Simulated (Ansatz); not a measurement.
# ZrS2: energy above lowest point against volume scale

All results are calculated (Ansatz 0.2.0). Free energy against uniform scaling of the volume at fixed shape and fractions; periodic cell, basis, potentials, k mesh and filling as listed.

The cell before it is scaled or strained (space group P-3m1, No. 164):
```
ZrS2
1.0
      3.6914     0.0000     0.0000
     -1.8457     3.1968     0.0000
      0.0000     0.0000     6.0411
Zr S
1 2
Direct
  0.00000 0.00000 0.00000
  0.66667 0.33333 0.76209
  0.33333 0.66667 0.23791
```

Settings of every row: functional PBE; dispersion none; potentials all-electron LAPW; k mesh 6x6x4; k shift 0x0x0; occupations fermi dirac; smearing width 0.01 eV; spin none; basis error target 0.002 eV/atom.

Limits: a layered crystal: even scaling strains the bonds within the layers, so this curve is stiffer than the crystal under pressure; the cell comes from a prototype or a list of computed structures and needn't be the stable phase.

```
row  volume scale  V (Å³/atom)  energy above lowest point (meV/atom)
  1          0.94       22.337                                  31.5
  2          0.97        23.05                                     ?
  3             1       23.763                                     0
  4          1.03       24.476                                   3.3
  5          1.06       25.189                                  16.8
```

Question: what energy above lowest point should row 2 give?

Worked fit of energy above lowest point. Take u = (V_r/V)^(2/3) − 1 with V_r = 24.12 Å³ an atom, which is twice the finite (Eulerian) strain; such expansions in the strain, on which the Birch-Murnaghan equation of state is built, carry the rest volume and the bulk modulus. The shown rows have u = 0.05253, 0.00999, -0.00972, -0.0285. Least squares give energy above lowest point = 0.26 − 167.5 × u + 14510 × u² meV/atom; a straight line predicts inner rows, each left out in turn, worse (root mean square 14 against 0.089 meV/atom). All shown rows lie on it to the printed digit. Its lowest point lies at u = 0.0058, or V = 23.91 Å³ an atom, and the curvature there gives the bulk modulus at fixed shape and fractions, B = (4/9)(1 + u)² E″(u)/V = 87.4 GPa. Letting shape and atoms relax would as a rule lower it, by much in layered, chain or molecular crystals. The withheld row has u = 0.03071, so the fit gives 0.26 − 167.5 × (0.03071) + 14510 × (0.03071)² = 8.8 meV/atom.

The calculation gave 8.8 meV/atom. The fit meets it to the printed digit.
